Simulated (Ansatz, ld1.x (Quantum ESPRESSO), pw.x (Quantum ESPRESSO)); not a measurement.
In: does the ultrasoft potential hold in the solid?

indium, ultrasoft, made with ld1.x (Quantum ESPRESSO) 7.5 (PBE, scalar-relativistic). Core [Kr] 4d10, reference 5s1 5p0 (charge +2). Waves: 5s (bound): rcut 1.55, rcutus 2.05 bohr; 5s channel at 1.7 Ry: rcut 1.55, rcutus 2.05 bohr; 5p (bound, empty): rcut 2.05, rcutus 2.50 bohr; 5p channel at -0.75 Ry: rcut 2.05, rcutus 2.50 bohr; 5d channel at 0.05 Ry: rcut 1.90, rcutus 2.20 bohr; 5d channel at 2.6 Ry: rcut 1.90, rcutus 2.20 bohr. Local part: all-electron potential smoothed inside 2.20 bohr (lloc = -2). Core correction: none. Augmentation charge: built from norm-conserving waves at rcut, not smoothed further.

Atomic tests: cutoffs needed: 8 Ry and 10 Ry (the cutoffs (Ry, on a coarse ladder) from which the occupation-weighted sum of valence levels, in a spherical-Bessel basis at the reference potential, stays within 10 and 1 mRy of its value at 400 Ry); ghost test: no extra level below or beside the all-electron valence levels (s, p, d, f tested) (spherical-Bessel basis up to 400 Ry, 20 bohr box); largest excitation error: +514 meV (all-electron minus pseudo) for 5s0 5p3, out of 7 test configurations.

Crystal test: bcc In in pw.x 7.5, no spin, 12³ k-points, Fermi–Dirac smearing 0.01 Ry, cutoffs 40/600 Ry. The reference is all-electron LAPW (Ansatz 0.2.0) with the same functional, mesh and smearing; V0 and B0 come from Birch–Murnaghan fits to the pressures at five volumes. Errors are pseudo minus all-electron; Δ is the rms difference of the E(V) curves that follow from these fits, minima aligned, over ±6 % about the mean V0. Mesh and smearing are coarse, so the numbers serve the comparison and aren't converged zero-temperature values; the lattice is a test structure that the element need not adopt.

All-electron: a0 = 3.819 Å (V0 = 27.85 Å³/atom), B0 = 33.9 GPa.

How far does the potential miss the all-electron equation of state?

mean pressure error (GPa): -13.78. The pressure does not cross zero within the volumes sampled, so no fit is given. This is a poor potential for the solid. The pseudo pressure rises with volume over the whole range, a mechanical instability.

| V (Å³/atom) | P all-electron (GPa) | P pseudo (GPa) |
| --- | --- | --- |
| 26.725 | 1.56 | -14.23 |
| 27.429 | 0.54 | -14.15 |
| 28.132 | -0.33 | -14.02 |
| 28.835 | -1.07 | -13.84 |
| 29.539 | -1.70 | -13.63 |

At the middle volume, how do free energy and pressure move when the wave cutoff is lowered (ecutrho held at 600 Ry)?

```csv
cutoff (Ry),shift of F (meV/atom),shift of P (GPa)
18,+21.6,-0.06
24,+3.9,+0.02
32,+2.4,+0.04
```

The run at the middle volume (72 k-points, 6 iterations) took about 8.9 s on one core of a shared host (Intel(R) Xeon(R) Platinum 8375C CPU @ 2.90GHz, 64 threads, 496 GiB, load 26).
